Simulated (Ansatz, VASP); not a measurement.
# AlN in VASP and in Ansatz

File POSCAR:

```
AlN
1.0
    3.1100000000      0.0000000000      0.0000000000
   -1.5550000000      2.6933390058      0.0000000000
    0.0000000000      0.0000000000      4.9868204645
Al N
2 2
Direct
    0.3333333333      0.6666666667     -0.0008250195
    0.6666666667      0.3333333333      0.4991749805
    0.3333333333      0.6666666667      0.3808250195
    0.6666666667      0.3333333333      0.8808250195
```

INCAR.step1

```
SYSTEM = AlN
PREC     = Accurate       ! precision mode
ENCUT    = 520            ! plane-wave cutoff, eV
EDIFF    = 1E-5           ! SCF threshold, eV
ISMEAR   = 0              ! smearing method
SIGMA    = 0.01           ! smearing width, eV
LREAL    = .FALSE.        ! projectors in reciprocal space
LASPH    = .TRUE.         ! aspherical terms in the spheres
NELM     = 60             ! most SCF steps
ALGO     = Normal         ! electronic algorithm
ISIF     = 2              ! what is computed and relaxed
LWAVE    = .TRUE.         ! write WAVECAR
LCHARG   = .FALSE.        ! write CHGCAR
NBANDS   = 16             ! bands
GGA      = PE             ! functional
```

The input INCAR.step2:

```
SYSTEM = AlN
PREC     = Accurate       ! precision mode
ENCUT    = 520            ! plane-wave cutoff, eV
EDIFF    = 1E-7           ! SCF threshold, eV
ISMEAR   = 0              ! smearing method
SIGMA    = 0.01           ! smearing width, eV
LREAL    = .FALSE.        ! projectors in reciprocal space
LASPH    = .TRUE.         ! aspherical terms in the spheres
NELM     = 60             ! most SCF steps
ALGO     = Normal         ! electronic algorithm
ISIF     = 2              ! what is computed and relaxed
LWAVE    = .FALSE.        ! write WAVECAR
LCHARG   = .FALSE.        ! write CHGCAR
GGA      = PE             ! functional
LHFCALC  = .TRUE.         ! exact exchange
HFSCREEN = 0.2079         ! screening, 1/A
PRECFOCK = Normal       
NBANDS   = 16             ! bands
ISTART   = 1
```

The input KPOINTS:

```
Automatic mesh
0
G
  6 6 4
  0 0 0
```

Input for Ansatz:

```yaml
crystal:
  lattice:
    - [3.11, 0.0, 0.0]
    - [-1.555, 2.6933390058, 0.0]
    - [0.0, 0.0, 4.9868204645]
  atoms:
    - { symbol: Al, position: [0.3333333333, 0.6666666667, -0.0008250195] }
    - { symbol: Al, position: [0.6666666667, 0.3333333333, 0.4991749805] }
    - { symbol: "N", position: [0.3333333333, 0.6666666667, 0.3808250195] }
    - { symbol: "N", position: [0.6666666667, 0.3333333333, 0.8808250195] }
scf:
  occupations: { method: fixed }
  n_extra_bands: 4
output:
  eigenvalues: true
  write_density: true
  write_potential: true
  elf: true
  volumetric_format: npy
kpoints:
  mp_grid: { grid: [6, 6, 4] }
hamiltonian:
  xc: hse06
```

Alike in both runs: task single point; functional HSE06; k mesh 6 × 6 × 4; no spin polarisation.

```csv
,VASP,Ansatz
version,VASP 6.6.1,Ansatz 0.2.0
potentials or method,"VASP PAW PBE potentials, release 64 (Al, N)","scalar-relativistic, plane waves, PAW"
plane-wave cutoff (eV),520,420
occupations,"gaussian, width 0.01 eV",fixed
valence electrons in the cell,16,16
```

|  | VASP | Ansatz | Ansatz less VASP |
| --- | --- | --- | --- |
| gap on the k mesh at the Fermi level (eV) | 5.56 | 5.56 | +0.007 |
| least direct gap on the mesh (eV) | 5.56 | 5.56 | +0.007 |
